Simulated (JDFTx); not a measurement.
MgO: single point with PBEsol

**Measured values to compare with.**

“Electronic structure of alkaline earth and post-transition metal oxides”, 2009, arxiv:0908.1581 quotes, for a bulk crystal of MgO: band gap 7.83 eV.

The system is MgO.

```
Mg O
1.0
     0.00000    2.09700    2.09700
     2.09700    0.00000    2.09700
     2.09700    2.09700    0.00000
Mg O
1 1
Direct
  0.00000 0.00000 0.00000
  0.50000 0.50000 0.50000
```

The cell is a database's computed one.

```json
{
  "Program": "JDFTx 1.7.0 (patched build)",
  "Task": "single point",
  "Functional": "PBEsol",
  "Potentials or basis": "PseudoDojo-SR-PBEsol-0.4.1-standard",
  "Cutoff": "1143 eV",
  "Density cutoff": "9143 eV",
  "k mesh": "11 × 11 × 11",
  "Occupations": "fermi-dirac, width 0.05 eV",
  "Spin": "no spin polarisation",
  "Bands": "14",
  "Density cutoff over wavefunction cutoff": "8",
  "Max SCF steps": "100",
  "SCF threshold on the energy": "1e-09 Ha",
  "Solver of the electrons": "scf",
  "Further solve for the empty bands": "yes"
}
```

```yaml
Pressure: 2.3 GPa
Band_gap_on_the_k_mesh: 4.79 eV, direct
Loewdin_charges: Mg +1.52; O -1.36 e
```

Levels at points of the mesh, in eV from the valence-band top:
```
           k point  band 6  band 7  band 8  band 9  band 10  band 11
(0.00, 0.00, 0.00)    0.00    0.00    0.00    4.79    15.86    15.86
```

Wall time 55 s on 1 thread of Arm Neoverse V1, on a shared host, peak memory 0.1 GiB.

A measured gap of MgO is 7.83 eV (quoted in “Electronic structure of alkaline earth and post-transition metal oxides”, 2009, arxiv:0908.1581); the calculated 4.79 eV misses it by -3.04 eV. The value is that of PBEsol, without temperature or zero-point motion. Semilocal functionals fall short of measured gaps as a rule. The cell is a database's relaxed one, not the measured one, which moves gaps too.

Caveat: the atomic charges don't sum to the cell's charge.
